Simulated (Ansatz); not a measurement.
**Relaxing SiNi**

Computed with DFT PBE, scalar-relativistic, plane waves, PAW (Ansatz). Cutoff 420 eV, Γ-centred k mesh, Gaussian smearing, no spin polarisation in the final step.

SiNi was placed on the AuCd (B19) structure type (Pmma, No. 51), with Si in place of Cd, Ni in place of Au, at a guessed volume.

```yaml
crystal:
  lattice:
    - [4.10302, 0.00000, 0.00000]
    - [0.00000, 2.71524, 0.00000]
    - [0.00000, 0.00000, 4.18922]
  atoms:
    - { symbol: Si, position: [0.75000, 0.00000, 0.68700] }
    - { symbol: Si, position: [0.25000, 0.00000, 0.31300] }
    - { symbol: Ni, position: [0.75000, 0.50000, 0.18800] }
    - { symbol: Ni, position: [0.25000, 0.50000, 0.81200] }
```

Cell and atoms relax at zero pressure; the relaxation can't lower the symmetry of the start. After a coarse first stage the cell is made exact in the group found at 0.06 Å.

The zero of energy is the elements' standard structures at the same level; no fitted shifts are applied.

(1) Describe the relaxed structure.

(2) What are its volume, energy, density and gap?

## Answers

(1) It keeps Pmma (No. 51). The result has the AuCd (B19) structure. Conventional cell: a = 4.396 Å, b = 2.568 Å, c = 4.062 Å. Around Si lie 4 Ni at 2.36–2.44 Å, 4 Si at 2.57–2.70 Å and 4 Ni at 2.60 Å; Ni is coordinated by 4 Si at 2.36–2.44 Å, 4 Ni at 2.57–2.64 Å and 4 Si at 2.60 Å.

```xyz
4
Lattice="4.3958 0.0000 0.0000 0.0000 2.5678 0.0000 0.0000 0.0000 4.0625" Properties=species:S:1:pos:R:3 pbc="T T T"
Si    3.2969    0.0000    2.8113
Si    1.0990    0.0000    1.2511
Ni    3.2969    1.2839    0.7344
Ni    1.0990    1.2839    3.3281
```

(2) The volume per atom is 11.46 Å³, the density is 6.28 g/cm³ and the energy over the elements is -0.31 eV/atom. The gap on the 10×18×12 mesh is 0 eV (a metal).

The final run used a 10×18×12 mesh on its 4-atom cell and 0.10 eV smearing. For metals, differences of a few meV/atom aren't resolved. A structure relaxed within its symmetry needn't be a true minimum. The steps took roughly 2.8 core-minutes in all.